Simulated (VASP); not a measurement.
A run of VASP 6.6.1 is set up as follows.

File POSCAR:

```
Li2O
1.0
    0.0000000000      2.2863730496      2.2863730496
    2.2863730496      0.0000000000      2.2863730496
    2.2863730496      2.2863730496      0.0000000000
Li O
2 1
Direct
    0.2500000000      0.2500000000      0.2500000000
    0.7500000000      0.7500000000      0.7500000000
    0.0000000000      0.0000000000      0.0000000000
```

Contents of INCAR.step1:

```
SYSTEM = Li2O
PREC = Accurate
ENCUT = 520
ISMEAR = 0
SIGMA = 0.01
LREAL = .FALSE.
LASPH = .TRUE.
NELM = 100
NBANDS = 13
GGA = PE
ALGO = Normal
EDIFF = 1E-4
LWAVE = .TRUE.
LCHARG = .FALSE.
```

The input INCAR.step2:

```
SYSTEM = Li2O
PREC = Accurate
ENCUT = 520
EDIFF = 1E-6
ISMEAR = 0
SIGMA = 0.01
LREAL = .FALSE.
LASPH = .TRUE.
NELM = 100
ALGO = Normal
ISIF = 2
LWAVE = .FALSE.
LCHARG = .FALSE.
METAGGA = R2SCAN
LMIXTAU = .TRUE.
NBANDS = 13
ISTART = 1
```

File KPOINTS:

```
regular mesh
0
G
  8 8 8
  0 0 0
```

Potentials or basis: VASP PAW PBE potentials, release 64 (Li_sv, O).

The run is started by

```bash
$ cat potpaw_PBE.64/Li_sv/POTCAR potpaw_PBE.64/O/POTCAR > POTCAR
$ cp INCAR.step1 INCAR
$ mpirun -np 1 vasp_std > vasp.out
$ cp INCAR.step2 INCAR
$ mpirun -np 1 vasp_std > vasp.out
```

Problem. What does it give for the band gap on the k mesh?

Solution. 5.73 eV, indirect (least direct gap 6.35 eV).

 A k mesh can miss the band edges.
